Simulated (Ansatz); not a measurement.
# Preparing AlN (P6_3mc) as a host crystal

Before any defect goes in: AlN (P6_3mc) at rest, and how it screens a charge.

Main program and level: Ansatz 0.2.0; plane-wave PAW DFT, r2SCAN; relaxation of the host's cell and atoms; PAW set soft_1, in the first sound run; inputs show where later runs differ.

Report form: the programs' logs are mostly left out.

## 1. The structure

It takes space group P6_3mc (No. 186, hexagonal). The conventional cell has a = 3.129 Å, b = 3.129 Å, c = 5.017 Å, α = 90.00°, β = 90.00°, γ = 120.00°. Al has 4 N at 1.90 to 1.91 Å nearest. Nearest to N lie 4 Al at 1.90 to 1.91 Å. Farther neighbours and most contacts between anions are not listed.

## 2. Host cell relaxation

Lattice and positions are set free, within the symmetry that the program keeps.

Contents of cell/input.yaml:

```yaml
crystal:
  lattice:
    - [3.1285881, 0.0, 0.0]
    - [-1.5642941, 2.7094368, 0.0]
    - [0.0, 0.0, 5.016955]
  atoms:
    - { symbol: Al, position: [0.66666667, 0.33333333, 0.499287] }
    - { symbol: Al, position: [0.33333333, 0.66666667, 0.999287] }
    - { symbol: "N", position: [0.66666667, 0.33333333, 0.880713] }
    - { symbol: "N", position: [0.33333333, 0.66666667, 0.380713] }
basis:
  ecutwfc: 500
  xc_grid: 2
hamiltonian:
  xc: r2scan
  pseudopotentials: { kind: paw, azcp: { folder: soft_1 } }
kpoints:
  mp_grid: { grid: [10, 10, 6] }
scf:
  occupations: { method: fixed }
  max_iter: 100
relax:
  f_tol: 0.005
  max_steps: 60
  cell: {}
output:
  forces: true
  stress: true
checkpoint:
  write: "../cell.run"
  compress: false
  write_wavefunctions: false
  write_every: 100000
```

On the command line:

```console
ansatz run input.yaml --threads 4 --pin off --max-ram 7536MiB --backend cpu --events-out ev --progress --plain --runs-dir out
```

The job ended after 6.7 s (4 threads of Arm Neoverse V1, shared host; peak memory 0.35 GiB).

Step by step:

```
step  energy less that of the first step (eV)  largest force component (eV/Å)  pressure (GPa)  volume (Å³)
   1                                   0.0000                          0.0043           -4.42        42.53
   2                                  -0.0101                          0.0001           -2.14        42.04
   3                                  -0.0131                          0.0025            0.07        41.59
   4                                  -0.0131                          0.0013            0.00        41.61
  5*                                  -0.0129                          0.0013            0.00        41.61
```

Relaxation steps marked * repeat the geometry before them on a plane-wave basis chosen anew for their cell, so energy and pressure can jump there.

Forces are held to the 12 operations that the run works with; a distortion that breaks them can't arise in this run.

```
conventional cell, symmetrised  before  after  change
                         a (Å)   3.129  3.107  -0.7 %
                         b (Å)   3.129  3.107  -0.7 %
                         c (Å)   5.017  4.978  -0.8 %
              volume (Å³/atom)   10.63  10.40  -2.2 %
```

The relaxed structure:

```xyz
4
Lattice="3.1065 0.0000 0.0000 -1.5533 2.6903 0.0000 0.0000 0.0000 4.9782" Properties=species:S:1:pos:R:3 pbc="T T T"
Al    1.5533    0.8968    2.4852
Al    0.0000    1.7936    4.9743
N     1.5533    0.8968    4.3848
N     0.0000    1.7936    1.8957
```

Numbers from this step:

```
pressure : 0.003520 GPa
```

The relaxation ends with a largest force component of 0.0013 eV/Å and a pressure of 0.00 GPa.

## 3. Dielectric tensors of the host

The response to a uniform electric field gives the electronic dielectric tensor.

This step: plane-wave PAW DFPT, PBEsol; dielectric tensors, Born charges and zone-centre modes of the host; PAW set soft_1 (Ansatz 0.2.0).

Contents of eps/input.yaml:

```yaml
crystal:
  lattice:
    - [3.1065218453, 2.87e-08, 0.0]
    - [-1.5532609475, 2.6903268211, 0.0]
    - [0.0, 0.0, 4.9782388595]
  atoms:
    - { symbol: Al, position: [0.6666666667, 0.3333333333, 0.4992033348] }
    - { symbol: Al, position: [0.3333333333, 0.6666666667, 0.9992033348] }
    - { symbol: "N", position: [0.6666666667, 0.3333333333, 0.8807966652] }
    - { symbol: "N", position: [0.3333333333, 0.6666666667, 0.3807966652] }
basis:
  ecutwfc: 420
hamiltonian:
  xc: pbesol
  pseudopotentials: { kind: paw, azcp: { folder: soft_1 }, xc_functional: pbe }
kpoints:
  mp_grid: { grid: [9, 9, 5] }
scf:
  occupations: { method: fixed }
  max_iter: 100
phonons:
  method: dfpt
  dielectric: true
  rigid_motions: translations
```

Wall time 24 s (4 threads); peak memory 0.49 GiB; 91 s of CPU time.

Electronic dielectric tensor:

```
4.49 0.00 0.00
0.00 4.49 0.00
0.00 0.00 4.72
```

Static dielectric tensor:

```
8.15 0.00 0.00
0.00 8.15 0.00
0.00 0.00 9.65
```

The principal values of the electronic dielectric tensor are 4.49, 4.49 and 4.72. The principal values of the static dielectric tensor are 8.15, 8.15 and 9.65.

## 4. Primitive cell on a dense mesh

A dense mesh gives the host's converged energy, against which the supercell's sampling is tested.

This step: plane-wave PAW DFT, r2SCAN; single point of the host's primitive cell on a dense mesh; PAW set soft_1 (Ansatz 0.2.0).

Contents of dense/input.yaml:

```yaml
crystal:
  lattice:
    - [3.1065218453, 2.87e-08, 0.0]
    - [-1.5532609475, 2.6903268211, 0.0]
    - [0.0, 0.0, 4.9782388595]
  atoms:
    - { symbol: Al, position: [0.6666666667, 0.3333333333, 0.4992033348] }
    - { symbol: Al, position: [0.3333333333, 0.6666666667, 0.9992033348] }
    - { symbol: "N", position: [0.6666666667, 0.3333333333, 0.8807966652] }
    - { symbol: "N", position: [0.3333333333, 0.6666666667, 0.3807966652] }
basis:
  ecutwfc: 500
  xc_grid: 2
hamiltonian:
  xc: r2scan
  pseudopotentials: { kind: paw, azcp: { folder: soft_1 } }
kpoints:
  mp_grid: { grid: [10, 10, 6] }
scf:
  occupations: { method: fermi_dirac, width: 0.01 }
  max_iter: 80
```

It took 1.6 s on 4 threads; peak memory 0.32 GiB.

## 5. Self-consistent run

This step: plane-wave PAW DFT, r2SCAN; single point of the defect-free supercell, a test of its k-points; PAW set soft_1 (Ansatz 0.2.0).

System of this step: AlN (P6_3mc). The cell holds 72 atoms: 36 Al and 36 N. Cell: a = 9.320 Å, b = 9.320 Å, c = 9.956 Å, α = 90.0°, β = 90.0°, γ = 120.0°.

Contents of pristine.sampling/input.yaml:

```yaml
crystal:
  lattice:
    - [9.3195655359, 8.6e-08, 0.0]
    - [-4.6597828424, 8.0709804634, 0.0]
    - [0.0, 0.0, 9.956477719]
  atoms:
    - { symbol: Al, position: [0.2222222222, 0.1111111111, 0.2496016674] }
    - { symbol: Al, position: [0.1111111111, 0.2222222222, 0.4996016674] }
    - { symbol: "N", position: [0.2222222222, 0.1111111111, 0.4403983326] }
    - { symbol: "N", position: [0.1111111111, 0.2222222222, 0.1903983326] }
    - { symbol: Al, position: [0.2222222222, 0.1111111111, 0.7496016674] }
    - { symbol: Al, position: [0.1111111111, 0.2222222222, 0.9996016674] }
    - { symbol: "N", position: [0.2222222222, 0.1111111111, 0.9403983326] }
    - { symbol: "N", position: [0.1111111111, 0.2222222222, 0.6903983326] }
    - { symbol: Al, position: [0.2222222222, 0.4444444444, 0.2496016674] }
    - { symbol: Al, position: [0.1111111111, 0.5555555556, 0.4996016674] }
    - { symbol: "N", position: [0.2222222222, 0.4444444444, 0.4403983326] }
    - { symbol: "N", position: [0.1111111111, 0.5555555556, 0.1903983326] }
    - { symbol: Al, position: [0.2222222222, 0.4444444444, 0.7496016674] }
    - { symbol: Al, position: [0.1111111111, 0.5555555556, 0.9996016674] }
    - { symbol: "N", position: [0.2222222222, 0.4444444444, 0.9403983326] }
    - { symbol: "N", position: [0.1111111111, 0.5555555556, 0.6903983326] }
    - { symbol: Al, position: [0.2222222222, 0.7777777778, 0.2496016674] }
    - { symbol: Al, position: [0.1111111111, 0.8888888889, 0.4996016674] }
    - { symbol: "N", position: [0.2222222222, 0.7777777778, 0.4403983326] }
    - { symbol: "N", position: [0.1111111111, 0.8888888889, 0.1903983326] }
    - { symbol: Al, position: [0.2222222222, 0.7777777778, 0.7496016674] }
    - { symbol: Al, position: [0.1111111111, 0.8888888889, 0.9996016674] }
    - { symbol: "N", position: [0.2222222222, 0.7777777778, 0.9403983326] }
    - { symbol: "N", position: [0.1111111111, 0.8888888889, 0.6903983326] }
    - { symbol: Al, position: [0.5555555556, 0.1111111111, 0.2496016674] }
    - { symbol: Al, position: [0.4444444444, 0.2222222222, 0.4996016674] }
    - { symbol: "N", position: [0.5555555556, 0.1111111111, 0.4403983326] }
    - { symbol: "N", position: [0.4444444444, 0.2222222222, 0.1903983326] }
    - { symbol: Al, position: [0.5555555556, 0.1111111111, 0.7496016674] }
    - { symbol: Al, position: [0.4444444444, 0.2222222222, 0.9996016674] }
    - { symbol: "N", position: [0.5555555556, 0.1111111111, 0.9403983326] }
    - { symbol: "N", position: [0.4444444444, 0.2222222222, 0.6903983326] }
    - { symbol: Al, position: [0.5555555556, 0.4444444444, 0.2496016674] }
    - { symbol: Al, position: [0.4444444444, 0.5555555556, 0.4996016674] }
    - { symbol: "N", position: [0.5555555556, 0.4444444444, 0.4403983326] }
    - { symbol: "N", position: [0.4444444444, 0.5555555556, 0.1903983326] }
    - { symbol: Al, position: [0.5555555556, 0.4444444444, 0.7496016674] }
    - { symbol: Al, position: [0.4444444444, 0.5555555556, 0.9996016674] }
    - { symbol: "N", position: [0.5555555556, 0.4444444444, 0.9403983326] }
    - { symbol: "N", position: [0.4444444444, 0.5555555556, 0.6903983326] }
    - { symbol: Al, position: [0.5555555556, 0.7777777778, 0.2496016674] }
    - { symbol: Al, position: [0.4444444444, 0.8888888889, 0.4996016674] }
    - { symbol: "N", position: [0.5555555556, 0.7777777778, 0.4403983326] }
    - { symbol: "N", position: [0.4444444444, 0.8888888889, 0.1903983326] }
    - { symbol: Al, position: [0.5555555556, 0.7777777778, 0.7496016674] }
    - { symbol: Al, position: [0.4444444444, 0.8888888889, 0.9996016674] }
    - { symbol: "N", position: [0.5555555556, 0.7777777778, 0.9403983326] }
    - { symbol: "N", position: [0.4444444444, 0.8888888889, 0.6903983326] }
    - { symbol: Al, position: [0.8888888889, 0.1111111111, 0.2496016674] }
    - { symbol: Al, position: [0.7777777778, 0.2222222222, 0.4996016674] }
    - { symbol: "N", position: [0.8888888889, 0.1111111111, 0.4403983326] }
    - { symbol: "N", position: [0.7777777778, 0.2222222222, 0.1903983326] }
    - { symbol: Al, position: [0.8888888889, 0.1111111111, 0.7496016674] }
    - { symbol: Al, position: [0.7777777778, 0.2222222222, 0.9996016674] }
    - { symbol: "N", position: [0.8888888889, 0.1111111111, 0.9403983326] }
    - { symbol: "N", position: [0.7777777778, 0.2222222222, 0.6903983326] }
    - { symbol: Al, position: [0.8888888889, 0.4444444444, 0.2496016674] }
    - { symbol: Al, position: [0.7777777778, 0.5555555556, 0.4996016674] }
    - { symbol: "N", position: [0.8888888889, 0.4444444444, 0.4403983326] }
    - { symbol: "N", position: [0.7777777778, 0.5555555556, 0.1903983326] }
    - { symbol: Al, position: [0.8888888889, 0.4444444444, 0.7496016674] }
    - { symbol: Al, position: [0.7777777778, 0.5555555556, 0.9996016674] }
    - { symbol: "N", position: [0.8888888889, 0.4444444444, 0.9403983326] }
    - { symbol: "N", position: [0.7777777778, 0.5555555556, 0.6903983326] }
    - { symbol: Al, position: [0.8888888889, 0.7777777778, 0.2496016674] }
    - { symbol: Al, position: [0.7777777778, 0.8888888889, 0.4996016674] }
    - { symbol: "N", position: [0.8888888889, 0.7777777778, 0.4403983326] }
    - { symbol: "N", position: [0.7777777778, 0.8888888889, 0.1903983326] }
    - { symbol: Al, position: [0.8888888889, 0.7777777778, 0.7496016674] }
    - { symbol: Al, position: [0.7777777778, 0.8888888889, 0.9996016674] }
    - { symbol: "N", position: [0.8888888889, 0.7777777778, 0.9403983326] }
    - { symbol: "N", position: [0.7777777778, 0.8888888889, 0.6903983326] }
basis:
  ecutwfc: 500
  xc_grid: 2
hamiltonian:
  xc: r2scan
  pseudopotentials: { kind: paw, azcp: { folder: soft_1 } }
kpoints:
  mp_grid: { grid: [1, 1, 1], shift: [0.25, 0.25, 0.25] }
scf:
  occupations: { method: fermi_dirac, width: 0.01 }
  max_iter: 80
```

Elapsed: 10 s, on 4 threads; peak memory 1.5 GiB.

This step gave:

* energy over dense mesh: -0.01385 eV/atom

## 6. Defect free supercell relaxed from its symmetric sites

This cell, the one that will hold the defects, is built from the relaxed host. Its coarser k-points can move the atoms a little, so it is relaxed from the symmetric sites, as the reference for the test of stability.

This step: plane-wave PAW DFT, r2SCAN; relaxation of the defect-free supercell from its symmetric sites; PAW set soft_1 (Ansatz 0.2.0).

pristine.symmetric/input.yaml, as its differences from pristine.sampling/input.yaml of step 5:

```diff
@@ -89 +89,12 @@
   max_iter: 80
+output:
+  forces: true
+relax:
+  f_tol: 0.01
+  max_steps: 60
+  escape_saddle: false
+checkpoint:
+  write: "../pristine.symmetric.run"
+  compress: false
+  write_wavefunctions: false
+  write_every: 100000
```

Wall time 26 s (4 threads); peak memory 1.5 GiB.

No atom moved by 0.005 Å in the relaxation.

## 7. Defect free supercell relaxed from displaced atoms

This step: plane-wave PAW DFT, r2SCAN; relaxation of the defect-free supercell from random displacements, a test of the host's stability; PAW set soft_1 (Ansatz 0.2.0).

pristine.rattled/input.yaml, as its differences from pristine.symmetric/input.yaml of step 6:

```diff
@@ -93,6 +93,6 @@
   f_tol: 0.01
-  max_steps: 60
-  escape_saddle: false
+  max_steps: 120
+  random_displacement: { amplitude: 0.08, seed: 8947 }
 checkpoint:
-  write: "../pristine.symmetric.run"
+  write: "../pristine.rattled.run"
   compress: false
```

Elapsed: 75 s, on 4 threads; peak memory 1.5 GiB.

Step by step:

```
step  energy less that of the first step (eV)  largest force component (eV/Å)
   1                                   0.0000                          3.6416
   2                                  -3.3887                          1.8206
   3                                  -4.6951                          0.0320
   4                                  -4.6951                          0.0322
   5                                  -4.6732                          0.1317
   6                                  -4.6957                          0.0104
   7                                  -4.6958                          0.0029
```

Relaxation step 5 was tried and not accepted.

The relaxation ends 65 meV an atom lower than the displaced start, with a largest force component of 0.0029 eV/Å.

## 8. What came out

```yaml
primitive_cell_vectors_lengths: 3.107, 3.107, 4.978 Å
electronic_dielectric_constant: principal values (4.49, 4.49, 4.72)
static_dielectric_constant: principal values (8.15, 8.15, 9.65)
gap_on_the_k_mesh_of_the_response_run_pbesol: 4.15 eV
supercell_relaxed_in_its_symmetry_less_the_displaced_and_relaxed_one: 0.000 eV
energy_an_atom_at_one_point_at_less_that_on_the_dense_mesh: -0.014 eV
```

What this shows: Step 7: The energy fell by 4.696 eV from the randomly displaced start; the atoms end within 0.005 Å of the sites as typed, once the mean shift is taken out. The displaced cell ends within 0.01 eV of the symmetric one relaxed in its symmetry, so no lower structure shows in this supercell. The k-mesh can miss the band edges, so this gap is an upper bound at this level. All at zero temperature.

[Logs are printed without paths, hosts, clocks, repeated set-up lines and the standing remarks that a program may print on its own settings, such as how far it seeks lower states.]

[Hosts, paths, dates, database ids (printed as entryN), source tags and the programs' standing remarks are cut or masked in the printed files.]

[Runs of the host that timed out are not shown.]

[For some hosts the program warned that the k-mesh of the response run may be too coarse for force constants and the static dielectric constant; such warnings are not always shown.]
